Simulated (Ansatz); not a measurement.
KF built on the CsCl prototype, relaxed with r2SCAN in the plane-wave code Ansatz. It is cubic, Pm-3m (No. 221); a = 3.179 Å in the conventional setting, 16.06 Å³ an atom. Around K lie 8 F at 2.75 Å; around F lie 8 K at 2.75 Å.

The axes x, y and z are those of this cell:
```
K F
1.0
     3.17887    0.00000    0.00000
     0.00000    3.17887    0.00000
     0.00000    0.00000    3.17887
K F
1 1
Direct
  0.00000 0.00000 0.00000
  0.50000 0.50000 0.50000
```

Unstrained: PBE gives an indirect gap of 6.816 eV, from M to Γ; the least direct gap is 6.852 eV at Γ. r2SCAN gives an indirect gap of 7.724 eV, from M to Γ; the least direct gap is 7.755 eV at Γ. With HSE06 the valence top lies at M and the conduction bottom at Γ, 8.918 eV higher; the smallest vertical gap, at Γ, is 8.948 eV. Meshes: PBE 8×8×8, r2SCAN 8×8×8, HSE06 6×6×6. Strains are changes of length per length. After each strain the atoms were relaxed again with r2SCAN within the symmetry that the strain leaves, so tilts or polar shifts that break it weren't tested; points keep the names that they have in the unstrained zone. Spin-unpolarised throughout. Whether this structure exists isn't addressed.

Question: Apply uniaxial +3.52 % along x, other directions held. How far does the gap move, against the unstrained cell?

Answer: PBE: the gap goes from 6.816 to 6.506 eV (-0.310 eV). r2SCAN: the gap goes from 7.724 to 7.399 eV (-0.325 eV). HSE06: the gap goes from 8.918 to 8.589 eV (-0.329 eV). The r2SCAN energy rises by 6.1 meV an atom.

Question: Estimate what biaxial -5.88 % in x and y, z held does to the gap.

Answer: PBE: the gap goes from 6.816 to 7.708 eV (+0.892 eV). r2SCAN: the gap goes from 7.724 to 8.662 eV (+0.938 eV); it turns from indirect (M → Γ) to direct (Γ); least and direct gap lie within 0.04 eV, so its kind isn't settled. HSE06: the gap goes from 8.918 to 9.884 eV (+0.966 eV); it turns from indirect (M → Γ) to direct (Γ); least and direct gap lie within 0.04 eV, so its kind isn't settled. The r2SCAN energy rises by 47.3 meV an atom.

Question: Estimate what uniaxial +4.35 % along z, other directions held does to the gap.

Answer: PBE: the gap goes from 6.816 to 6.433 eV (-0.383 eV). r2SCAN: the gap goes from 7.724 to 7.323 eV (-0.401 eV). HSE06: the gap goes from 8.918 to 8.511 eV (-0.407 eV). The r2SCAN energy rises by 9.3 meV an atom.

The meshes of the hybrids are coarse, so their gaps aren't converged to the digits shown.
